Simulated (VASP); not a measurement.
A run of VASP 6.6.1 is set up as follows.

INCAR

```
SYSTEM = Nb
PREC = Accurate
ENCUT = 520
EDIFF = 1E-6
ISMEAR = -1
SIGMA = 0.05
LREAL = .False.
LASPH = .True.
NELM = 100
ALGO = Fast
ISIF = 2
LWAVE = .False.
LCHARG = .False.
LDIPOL = .True.
IDIPOL = 3
DIPOL = 0.5 0.5 0.500
GGA = PE
EFIELD = 0
LVHAR = .True.
LVACPOTAV = .True.
```

Contents of KPOINTS:

```
Automatic mesh
0
Gamma
  8 8 1
  0 0 0
```

File POSCAR:

```
Nb
1.0
    3.3279000000      0.0000000000      0.0000000000
    0.0000000000      3.3279000000      0.0000000000
    0.0000000000      0.0000000000     24.9837000000
Nb
7
Direct
    0.5000000000      0.5000000000      0.3001957276
    0.0000000000      0.0000000000      0.3667971517
    0.5000000000      0.5000000000      0.4333985759
    0.0000000000      0.0000000000      0.5000000000
    0.5000000000      0.5000000000      0.5666014241
    0.0000000000      0.0000000000      0.6332028483
    0.5000000000      0.5000000000      0.6998042724
```

Potentials or basis: VASP PAW PBE potentials, release 64 (Nb_sv).

The run is started by

```sh
$ cat potpaw_PBE.64/Nb_sv/POTCAR > POTCAR
$ mpirun -np 1 vasp_std > vasp.out
```

Task: What does it give for the work function of the upper face?

Result: 3.73 eV.

Task: What does it give for the work function of the lower face?

Result: 3.73 eV.

Task: Predict the band gap on the k mesh.

Result: None (metal or under the smearing width).

Forces on the atoms (eV/Å):
```
Nb   0.000  0.000  1.190
Nb   0.000  0.000 -0.784
Nb   0.000  0.000 -0.380
Nb   0.000  0.000  0.000
Nb   0.000  0.000  0.380
Nb   0.000  0.000  0.784
Nb   0.000  0.000 -1.190
```
